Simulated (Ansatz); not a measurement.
# Ti (Fm-3m) in Ansatz: convergence with smearing width

Aim: find how far smearing width must go before the results for Ti settle, at PBEsol. This setting moves, with any that are tied to it; all else stays.

Program: Ansatz 0.2.0. These are calculated values, not measurements. Logs are shortened: lines on timing, memory, paths and dates and some standing lists are left out, and cuts for length are marked.

**1. The structure**

Symmetry: Fm-3m, No. 225, cubic system. The conventional cell has a = 4.060 Å, b = 4.060 Å, c = 4.060 Å, α = 90.00°, β = 90.00°, γ = 90.00°. Ti (site symmetry m-3m) has 12 Ti at 2.87 Å as nearest neighbours.

This isn't the form of Ti at room conditions, which is hcp.

**2. With smearing width 0.3 eV**

Input file input.yaml:

```yaml
crystal:
  lattice:
    - [0.0, 2.03, 2.03]
    - [2.03, 0.0, 2.03]
    - [2.03, 2.03, 0.0]
  atoms:
    - { symbol: Ti, position: [0.0, 0.0, 0.0] }
kpoints:
  mp_grid: { grid: [11, 11, 11] }
scf:
  occupations: { method: fermi_dirac, width: 0.3 }
hamiltonian:
  xc: pbesol
  pseudopotentials: { kind: all_electron, lapw: { basis_error: 0.001 } }
output:
  forces: true
  stress: true
  eigenvalues: true
```

Potentials or basis: all-electron LAPW, scalar-relativistic.

Started as:

```console
ansatz run input.yaml --threads 1 --pin off --max-ram 3072MiB --backend cpu --events-out ev --progress --plain --runs-dir out
```

Output:

```text
Warning: RAYON_NUM_THREADS=1 ignored (pool sized by the plan → 1); use --threads N
LAPW: plane waves up to 7.671 Å⁻¹, error target 1.0e-3 eV per atom; small_component_spin mean_spin; Ti in spheres of 1.435 Å, 12 of its electrons in bands, Dirac shells [] (how accurate: hamiltonian.pseudopotentials.lapw.basis_error, Limitations)
band count auto-derived: 11 (N_el = 12.0; filled up to band 6; 10 by the electrons, moments and atoms)
Engine: ansatz 0.2.0, aarch64-unknown-linux-gnu
Pseudopotentials: kind: all_electron
Pseudopotential: Ti, LAPW, valence charge 12, lapw/all_electron/scalar/gaussian/Ti, Koelling and Harmon's equation, gaussian nucleus
Functional definition: PBEsol
  exchange = pbesol_x
  correlation = pbesol_c
Crystal: 1 atoms, lattice volume = 16.731 Å³
Basis set: ecut = 224.21698710492583 eV, 137 PW (Γ), exchange–correlation at level 2
Bands: 11, of which v1, the nominal top of the filled ones, is band 6 counted from 1 (5 counted from 0)
Symmetry: 48 space group operations
Space group: Fm-3m (ITA 225), of the structure as read, at distance tolerance 2.6e-5 Å
k-points: 56 of 1331
Non-local potential: Ti, projectors of the file, none
Initial density: superposition of atomic densities (chi_scale 0.1, normalization cell)
Initial wavefunctions: plane waves of lowest kinetic energy (no species holds an atomic orbital)
Functional: x = pbesol(κ = 0.804, μ = 0.12345679012345678), c = pbesol(β = 0.046)
iter 1 solved again at ethr=3.40e-4 eV; its pass at ethr=1.00e-1 eV (dr2=4.08e-2 eV) is discarded
SCF iter   1: F=—  HF=-23207.914611 eV  |F-HF|=—  |Δ(HF+E_count)|=         —  Δρ=2.02e-2  dr2=4.13e-2  ethr=3.40e-4  ⟨swp⟩=2.9  Hψ=4461  notcnv=0
preconditioner: auto → none  [metal: Δε(μ)=0.036 eV  Ē_g=6.281 eV  σ=0.300 eV  W_gap=0.03  n_scr=0 (ndim 8)  ℏωp=18.2 eV  f_vac=0.000  D(μ)=1.45/eV (n_scr^D=14)]
iter 2 solved again at ethr=8.53e-6 eV; its pass at ethr=3.40e-4 eV (dr2=1.02e-3 eV) is discarded
SCF iter   2: F=—  HF=-23207.765052 eV  |F-HF|=—  |Δ(HF+E_count)|=   1.50e-1  Δρ=2.89e-3  dr2=1.02e-3  ethr=8.53e-6  ⟨swp⟩=2.3  Hψ=3218  notcnv=0
SCF iter   3: F=—  HF=-23207.753142 eV  |F-HF|=—  |Δ(HF+E_count)|=   1.19e-2  Δρ=2.92e-3  dr2=7.90e-4  ethr=8.53e-6  ⟨swp⟩=2.9  Hψ=1952  notcnv=0
SCF iter   4: F=—  HF=-23207.752958 eV  |F-HF|=—  |Δ(HF+E_count)|=   1.84e-4  Δρ=2.12e-4  dr2=4.11e-6  ethr=6.58e-6  ⟨swp⟩=2.0  Hψ=1812  notcnv=0
SCF iter   5: F=—  HF=-23207.752956 eV  |F-HF|=—  |Δ(HF+E_count)|=   2.46e-6  Δρ=2.98e-5  dr2=9.22e-8  ethr=3.42e-8  ⟨swp⟩=2.1  Hψ=1818  notcnv=0
SCF iter   6: F=-23207.752956 eV  HF=-23207.752956 eV  |F-HF|=1.15e-9  |Δ(HF+E_count)|=   1.85e-7  Δρ=1.93e-6  dr2=4.03e-10  ethr=7.69e-10  ⟨swp⟩=2.4  Hψ=1843  notcnv=0
SCF 1 converged in 6 iterations: F = -23207.752956 eV  dr2 = 4.03e-10
SCF converged after 6 iterations
Free energy (F): -23207.752956 eV
Harris-Foulkes:  -23207.752956 eV  (|F-HF|=1.15e-9)
Internal energy: -23207.292709 eV  (E = F + TS)
E sigma→0 (E₀):  -23207.522832 eV
Entropy (-TS):   -0.460247 eV (-460.247 meV/atom)
Fermi energy:    14.171827 eV
--- Per-component energies (eV) ---
  E_band       = -143.908736
  E_kinetic    = 23428.905458
  E_xc         = -1121.973653
  E_electrostatic = -45514.224514  (all electrons and nuclei)
  E_smearing   = -0.460247  (= −TS)
  E_closure    = 0.000000  (closes the sum)
  E_atoms      = -23200.354998  (free atoms, spherical and without spin; not in F)
  Σ components = -23207.752956   (vs F -23207.752956, Δ=0.00e0)
  Basis errors (estimates in eV, not in F): energy 1.1e-4 per atom: plane waves 7.8e-5 (3.9e-5 summed), levels above the bands 1.5e-17, relativity 5.0e-9, radial functions 3.4e-5, core shells 3.1e-8; eigenvalues (radial functions only) 2.0e-6; not estimated: angular momenta, meshes, grids; target (lapw.basis_error) 1.0e-3; muffin-tin radii Ti 1.435 Å
--- Forces (eV/Å), atoms counted from 1 ---
  atom   1  Ti    -0.00000000     0.00000000    -0.00000000
  max |Σ_I F_I| component: 1.03e-31 eV/Å
--- Stress (GPa, compression-positive) ---
        2.142590      -0.000000       0.000000
       -0.000000       2.142590      -0.000000
        0.000000      -0.000000       2.142590
  P = ⅓ Tr σ = 2.1426 GPa (21.426 kbar)
--- Band table (eV; the first three rows and the last of 56) ---
  k-point 0: bands = ["-42.1448", "-18.0733", "-18.0733", "-18.0733", "8.0082", "15.1075", "15.1075", "15.1075", "16.8298", "16.8298", "29.6456"]
  k-point 1: bands = ["-42.1333", "-18.1371", "-18.0812", "-18.0812", "8.2832", "14.9363", "15.2055", "15.2055", "16.7677", "16.7677", "29.8663"]
  k-point 2: bands = ["-42.1023", "-18.3059", "-18.1023", "-18.1023", "9.0521", "14.5424", "15.3776", "15.3776", "16.7265", "16.7265", "29.3000"]
  k-point 55: bands = ["-41.9513", "-18.5956", "-18.5539", "-18.3375", "12.5954", "13.5035", "14.0583", "16.4646", "18.1769", "22.6259", "22.6531"]
```

Run time: 3.1 s. Hardware: 1 thread of Arm Neoverse V1, shared host; peak memory 0.23 GiB.

What came out:

```
Free energy            : -23207.7530 eV
Pressure               : 2.1 GPa
Band gap on the k mesh : none (metal or under the smearing width)
```

**3. With smearing width 0.2 eV**

input.yaml: that of step 2 with these lines changed.

```diff
@@ -10,3 +10,3 @@
 scf:
-  occupations: { method: fermi_dirac, width: 0.3 }
+  occupations: { method: fermi_dirac, width: 0.2 }
 hamiltonian:
```

Potentials or basis: all-electron LAPW, scalar-relativistic.

Started as:

```console
ansatz run input.yaml --threads 1 --pin off --max-ram 3072MiB --backend cpu --events-out ev --progress --plain --runs-dir out
```

It took 3.1 s on 1 thread of Arm Neoverse V1, shared host; peak memory 0.22 GiB.

Results:

```yaml
Free_energy: -23207.6237 eV
Pressure: 0.8 GPa
Band_gap_on_the_k_mesh: none (metal or under the smearing width)
```

**4. With smearing width 0.15 eV**

input.yaml: that of step 3 with these lines changed.

```diff
@@ -10,3 +10,3 @@
 scf:
-  occupations: { method: fermi_dirac, width: 0.2 }
+  occupations: { method: fermi_dirac, width: 0.15 }
 hamiltonian:
```

Started as:

```console
ansatz run input.yaml --threads 1 --pin off --max-ram 3072MiB --backend cpu --events-out ev --progress --plain --runs-dir out
```

It took 2.9 s on 1 thread of Arm Neoverse V1, shared host; peak memory 0.22 GiB.

Results:

```yaml
Free_energy: -23207.5776 eV
Pressure: 0.3 GPa
Band_gap_on_the_k_mesh: none (metal or under the smearing width)
```

**5. With smearing width 0.1 eV**

input.yaml: that of step 4 with these lines changed.

```diff
@@ -10,3 +10,3 @@
 scf:
-  occupations: { method: fermi_dirac, width: 0.15 }
+  occupations: { method: fermi_dirac, width: 0.1 }
 hamiltonian:
```

Started as:

```console
ansatz run input.yaml --threads 1 --pin off --max-ram 3072MiB --backend cpu --events-out ev --progress --plain --runs-dir out
```

Wall time 2.9 s (1 thread of Arm Neoverse V1, shared host); peak memory 0.22 GiB.

Results:

```yaml
Free_energy: -23207.5448 eV
Pressure: -0.2 GPa
Band_gap_on_the_k_mesh: none (metal or under the smearing width)
```

**6. With smearing width 0.05 eV**

input.yaml: that of step 5 with these lines changed.

```diff
@@ -10,3 +10,3 @@
 scf:
-  occupations: { method: fermi_dirac, width: 0.1 }
+  occupations: { method: fermi_dirac, width: 0.05 }
 hamiltonian:
```

Potentials or basis: all-electron LAPW, scalar-relativistic.

Started as:

```console
ansatz run input.yaml --threads 1 --pin off --max-ram 3072MiB --backend cpu --events-out ev --progress --plain --runs-dir out
```

Run time: 2.8 s. Hardware: 1 thread of Arm Neoverse V1, shared host; peak memory 0.22 GiB.

Results:

* Free energy: -23207.5262 eV
* Pressure: -0.5 GPa
* Band gap on the k mesh: none (metal or under the smearing width)

**7. With smearing width 0.025 eV**

input.yaml: that of step 6 with these lines changed.

```diff
@@ -10,3 +10,3 @@
 scf:
-  occupations: { method: fermi_dirac, width: 0.05 }
+  occupations: { method: fermi_dirac, width: 0.025 }
 hamiltonian:
```

Started as:

```console
ansatz run input.yaml --threads 1 --pin off --max-ram 3072MiB --backend cpu --events-out ev --progress --plain --runs-dir out
```

It took 2.8 s on 1 thread of Arm Neoverse V1, shared host; peak memory 0.22 GiB.

The run converged. Its results:

| Quantity | Value |
| --- | --- |
| Free energy | -23207.5225 eV |
| Pressure | -0.8 GPa |
| Band gap on the k mesh | none (metal or under the smearing width) |

**8. With smearing width 0.01 eV**

input.yaml: that of step 7 with these lines changed.

```diff
@@ -10,3 +10,3 @@
 scf:
-  occupations: { method: fermi_dirac, width: 0.025 }
+  occupations: { method: fermi_dirac, width: 0.01 }
 hamiltonian:
```

Started as:

```console
ansatz run input.yaml --threads 1 --pin off --max-ram 3072MiB --backend cpu --events-out ev --progress --plain --runs-dir out
```

Run time: 2.8 s. Hardware: 1 thread of Arm Neoverse V1, shared host; peak memory 0.22 GiB.

Results (log left out):

* Free energy: -23207.5219 eV
* Pressure: -0.9 GPa
* Band gap on the k mesh: none (metal or under the smearing width)

**9. The series at a glance**

| smearing width | energy less the tightest run, at zero smearing (meV/atom) | pressure (GPa) | SCF cycles | CPU time (s) | peak memory (GiB) |
| --- | --- | --- | --- | --- | --- |
| 0.3 eV | -1.03 | 2.14 | 6 | 3.1 | 0.23 |
| 0.2 eV | 2.87 | 0.79 | 6 | 3.1 | 0.22 |
| 0.15 eV | 3.52 | 0.26 | 6 | 2.9 | 0.22 |
| 0.1 eV | 2.92 | -0.16 | 6 | 2.9 | 0.22 |
| 0.05 eV | 1.16 | -0.55 | 6 | 2.8 | 0.22 |
| 0.025 eV | 0.31 | -0.77 | 6 | 2.8 | 0.22 |
| 0.01 eV | 0.00 | -0.89 | 6 | 2.8 | 0.22 |

Against the tightest run, the energy stays within 1 meV/atom from 0.025 eV on. Not settled before the last step: the pressure (to 0.1 GPa). Narrower smearing needs a denser k mesh, so at a fixed mesh the narrowest width isn't the most accurate. The tightest run that finished is the yardstick and may itself not be fully converged.
